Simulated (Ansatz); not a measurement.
**Convergence notes, G0W0 on BaF2 (Fm-3m)**

A 3-atom cell of BaF2 started from a crystallographic database, relaxed with r2SCAN; one-shot G0W0 in Ansatz without spin-orbit coupling. No spin polarisation and no zero-point or thermal motion.

```
Ba F
1.0
     0.00000    3.09716    3.09716
     3.09716    0.00000    3.09716
     3.09716    3.09716    0.00000
Ba F
1 2
Direct
  0.00000 0.00000 0.00000
  0.25000 0.25000 0.25000
  0.75000 0.75000 0.75000
```

Gaps are read over the mesh points alone. G0W0 values are finite-basis, finite-mesh values.

| start | potentials | frequency model | mesh | empty bands | screening cutoff (eV) | Kohn-Sham gap (eV) | G0W0 gap (eV) |
| --- | --- | --- | --- | --- | --- | --- | --- |
| PBE | PAW | contour deformation | 6×6×6 | 134 | 100 | 6.86 | 9.47 |
| PBE | PAW | contour deformation | 6×6×6 | 325 | 180 | 6.86 | 9.62 |
| PBE | PAW | contour deformation | 6×6×6 | 632 | 260 | 6.86 | 9.74 |
| HSE06 | PAW | contour deformation | 6×6×6 | 325 | 180 | 8.79 | 10.48 |
| r2SCAN | PAW | contour deformation | 6×6×6 | 325 | 180 | 7.44 | 9.89 |
| PBE0 | PAW | contour deformation | 6×6×6 | 325 | 180 | 9.56 | 10.72 |
| PBE | PAW | Godby-Needs pole | 6×6×6 | 325 | 180 | 6.86 | 9.57 |
| PBE | PAW | contour deformation | 8×8×8 | 96 | 80 | 6.84 | 9.44 |
| PBE | norm-conserving | contour deformation | 6×6×6 | 325 | 180 | 6.85 | 9.62 |

The quasiparticle gap on this mesh is 9.74 eV (Γ–K (0.44 of the way from Γ) to Γ), against 6.86 eV from PBE: +2.88 eV. Renormalisation factors Z lie between 0.77 and 0.88.

Raising bands and cutoff together moves the gap by +0.15 eV (100 to 180 eV), then +0.12 eV (180 to 260 eV); the last step is still large, so the basis limit isn't reached. Starting from HSE06 (8.79 eV against PBE's 6.86 eV) gives 10.48 eV, +0.86 eV from G0W0@PBE at the same screening cutoff. Starting from r2SCAN (7.44 eV against PBE's 6.86 eV) gives 9.89 eV, +0.27 eV from G0W0@PBE at the same screening cutoff. Starting from PBE0 (9.56 eV against PBE's 6.86 eV) gives 10.72 eV, +1.10 eV from G0W0@PBE at the same screening cutoff. The Godby-Needs plasmon pole differs from contour deformation by -0.05 eV. Norm-conserving potentials (wave cutoff 1320 eV against 420 eV) shift the quasiparticle gap by 0.00 eV and the PBE gap by -0.01 eV. r2SCAN runs take a wave cutoff of 500 eV.
